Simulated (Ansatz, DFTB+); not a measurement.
## Loss of C2H6: C3H6O2 → CO2 + C2H6

Species: C3H6O2 (propionic acid) `CCC(=O)O`, singlet; CO2 (carbon dioxide) `O=C=O`, singlet; C2H6 (ethane) `CC`, singlet. 

Shapes, held fixed at every level: PBE0-D4/def2-TZVP. Flexible molecules stand in one conformer, not always the lowest. Programs: Ansatz 0.2.0, DFTB+ 25.1. The zero-point and thermal change to 298 K, harmonic and unscaled (PBE0-D4/def2-TZVP), is -7.6 kJ/mol.

**What was measured.** Tabulated heats of formation (Active Thermochemical Tables, CRC Handbook of Chemistry and Physics): C3H6O2 -455.7 (CRC); CO2 -393.5 (ATcT); C2H6 -83.8 (ATcT) kJ/mol, which give ΔH(298 K) = -21.6 kJ/mol.

```tsv
level	kind	ΔH (kJ/mol)	computed − measured
DFTB2-D4	semi-empirical	-84.9	-63.4
HF/def2-SVP	Hartree–Fock	-38.8	-17.2
HF/def2-TZVPP	Hartree–Fock	-50.3	-28.7
B3LYP-D4/def2-TZVPP	global hybrid	-35.3	-13.7
wB97M-V/def2-TZVPP	range-separated hybrid	-19.9	+1.7
MP2/def2-SVP	perturbation theory	-48.8	-27.2
MP2/def2-TZVPP	perturbation theory	-37.6	-16.0
CCSD/def2-SVP	coupled cluster or CI	-35.2	-13.6
CCSD(T)/CBS estimate	coupled cluster or CI	-22.5	-1.0
```

Nearest: CCSD(T)/CBS estimate (-1.0); farthest: DFTB2-D4 (-63.4). 2 of 9 levels lie within 10 kJ/mol. The CBS estimate extrapolates MP2 from def2-TZVPP and def2-QZVPP and adds CCSD(T) − MP2 in the triple-zeta set, cores frozen.
